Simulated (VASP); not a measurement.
**Ba: single point with PBE**

Ba:

```
Ba
1.0
     4.31161    0.00000    0.00000
    -2.15581    3.73397    0.00000
     0.00000    0.00000    3.91341
Ba
1
Direct
  0.00000 0.00000 0.00000
```

This isn't the form of Ba at room conditions, which is bcc.

```
Program                : VASP 6.6.1
Task                   : single point
Functional             : PBE
Potentials or basis    : VASP PAW PBE potentials, release 64 (Ba_sv)
Cutoff                 : 520 eV
k mesh                 : 6 × 6 × 6
Occupations            : fermi-dirac, width 0.1 eV
Spin                   : no spin polarisation
Dipole correction      : no
Further INCAR settings : ALGO = Normal; EDIFF = 1e-06; NBANDS = 11
```

```yaml
Pressure: 0.0 GPa
Band_gap_on_the_k_mesh: none (metal or under the smearing width)
```

Stress tensor (GPa, compression positive):
```
-0.32  0.00  0.00
 0.00 -0.32  0.00
 0.00  0.00  0.61
```

Levels at points of the mesh, in eV from the Fermi level:
```tsv
k point	band 3	band 4	band 5	band 6	band 7	band 8
(0.00, 0.00, 0.00)	-14.02	-13.93	-2.69	0.12	1.70	1.70
(0.50, 0.00, 0.00)	-14.14	-13.87	-0.94	0.42	0.98	2.94
(0.00, 0.00, 0.50)	-13.95	-13.95	-0.78	0.71	2.29	2.29
(0.50, 0.00, 0.50)	-14.40	-14.06	-0.82	0.26	1.81	3.37
```

It took 9.2 s on 1 thread of Intel(R) Xeon(R) Platinum 8375C CPU @ 2.90GHz (Ice Lake), with other jobs on the host, peak memory 0.18 GiB.

The run has no spin-orbit coupling, so splittings on Ba are missing.
